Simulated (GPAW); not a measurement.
A calculation with GPAW 26.7.0 of Al (cli, Cartesian positions):

Al.xyz

```xyz
1
Lattice="2.7217600000 0.0000000000 0.0000000000 0.0000000000 2.7217600000 0.0000000000 0.0000000000 0.0000000000 2.7217600000" Properties=species:S:1:pos:R:3 pbc="T T T"
Al     0.0000000000      0.0000000000      0.0000000000
```

Potentials or basis: GPAW PAW data sets (gpaw-data 1.2.1), pw.

Command:

```sh
$ OMP_NUM_THREADS=1 gpaw run Al.xyz -p 'mode=PW(600),xc=PBE,kpts={size:(10,10,10),gamma:True},occupations={name:fermi-dirac,width:0.05},nbands=7,convergence={density:1e-05,energy:1e-05},maxiter=150,txt=gpaw.txt' --properties efs -w gs.gpw
```

The cell was built by a generator and needn't be a form met in nature.

Q: Write the same calculation in another form: ASE script, structure typed inline.

A: As run:

Contents of run.py:

```python
from ase import Atoms
from ase.dft.bandgap import bandgap
from ase.io import write
from ase.units import GPa
from gpaw import GPAW, PW

atoms = Atoms(['Al'],
              cell=[[2.72176, 0.0, 0.0],
                    [0.0, 2.72176, 0.0],
                    [0.0, 0.0, 2.72176]],
              scaled_positions=[[0.0, 0.0, 0.0]],
              pbc=True)

calc = GPAW(mode=PW(600),
            xc='PBE',
            kpts={'size': (10, 10, 10), 'gamma': True},
            occupations={'name': 'fermi-dirac', 'width': 0.05},
            nbands=7,
            convergence={'density': 1e-05, 'energy': 1e-05},
            maxiter=150,
            txt='gpaw.txt')
atoms.calc = calc
energy = atoms.get_potential_energy()
forces = atoms.get_forces()
stress = atoms.get_stress()
calc.write('gs.gpw')
write('result.traj', atoms)
print(f'Energy: {energy:.6f} eV')
print('Forces (eV/A):')
print(forces.round(4))
print('Stress (GPa):', (stress / GPa).round(3))
print('Fermi level:', round(calc.get_fermi_level(), 4), 'eV')
print(f'Gap: {bandgap(calc)[0]:.4f} eV, direct: {bandgap(calc, direct=True)[0]:.4f} eV')
```

Potentials or basis: GPAW PAW data sets (gpaw-data 1.2.1), pw.

Run with:

```console
$ OMP_NUM_THREADS=1 python run.py
```

Both were run:

|  | cli, Cartesian positions | ASE script, structure typed inline |
| --- | --- | --- |
| Pressure | 0.4 GPa | 0.4 GPa |
| Band gap on the k mesh | none (metal or under the smearing width) | none (metal or under the smearing width) |

Keys that steer only the numerical path or the files written may differ.
